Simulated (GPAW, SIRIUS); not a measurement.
# One calculation of HgTe, 7 ways

```xyz
2
Lattice="0.0000 3.2145 3.2145 3.2145 0.0000 3.2145 3.2145 3.2145 0.0000" Properties=species:S:1:pos:R:3 pbc="T T T"
Hg    0.0000    0.0000    0.0000
Te    4.8217    4.8217    4.8217
```

Alike in all runs: task single point; functional PBE; k mesh 7 × 7 × 7; occupations fermi-dirac, width 0.05 eV; no spin polarisation; no spin-orbit coupling. Pressure is positive in compression and, in plane waves, holds the error of the finite cutoff.

```
                                         program and potentials  plane-wave cutoff (eV)                                    notes  pressure (GPa)
                         SIRIUS, SPMS 1.0 PBE (norm-conserving)                    1127  18 valence electrons an atom on average            4.57
SIRIUS, in-house norm-conserving set, PBE (scalar relativistic)                    1127  18 valence electrons an atom on average            4.60
                               SIRIUS, GBRV 1.5 PBE (ultrasoft)                     557   9 valence electrons an atom on average            4.98
                              SIRIUS, SSSP 1.3.0 PBE efficiency                     828  13 valence electrons an atom on average            4.71
    SIRIUS, PseudoDojo 0.4.1 PBE standard (scalar relativistic)                    1102  18 valence electrons an atom on average            4.61
                     GPAW, GPAW PAW data sets (gpaw-data 1.2.1)                     600  12 valence electrons an atom on average            4.51
     SIRIUS, PseudoDojo 0.4 PBE stringent (scalar relativistic)                    1472  22 valence electrons an atom on average            4.49
```

The pressure spans 4.49 (SIRIUS, PseudoDojo 0.4 PBE stringent (scalar relativistic)) to 4.98 GPa (SIRIUS, GBRV 1.5 PBE (ultrasoft)).

Differences between rows come from potentials, basis sets and numerical settings, since the functional is the same but for its coding. Runs on potential files found faulty are left out.

Every run puts HgTe under compression in this cell, so the PBE equilibrium volume is larger than the one used here. The cell lies close to the measured zinc-blende lattice, slightly on the small side, and most of the pressure probably reflects the known tendency of PBE to underbind solids of heavy elements. Its gradient correction favours lower densities and weakens the attraction between large, polarisable shells such as the filled Hg 5d shell and its neighbours. The positive sign is therefore no evidence that real HgTe would be strongly compressed at this volume.

The four sets with 18 or more valence electrons an atom agree closely, between 4.49 and 4.61 GPa, while the smallest valence space gives the highest value, 4.98 GPa, perhaps because more of the semicore response is frozen. Valence count alone doesn't order the results, however: GPAW, with 12 electrons, gives 4.51 GPa, below the SSSP value with 13 and most of the larger sets. A single volume fixes neither the equilibrium lattice constant nor the bulk modulus.
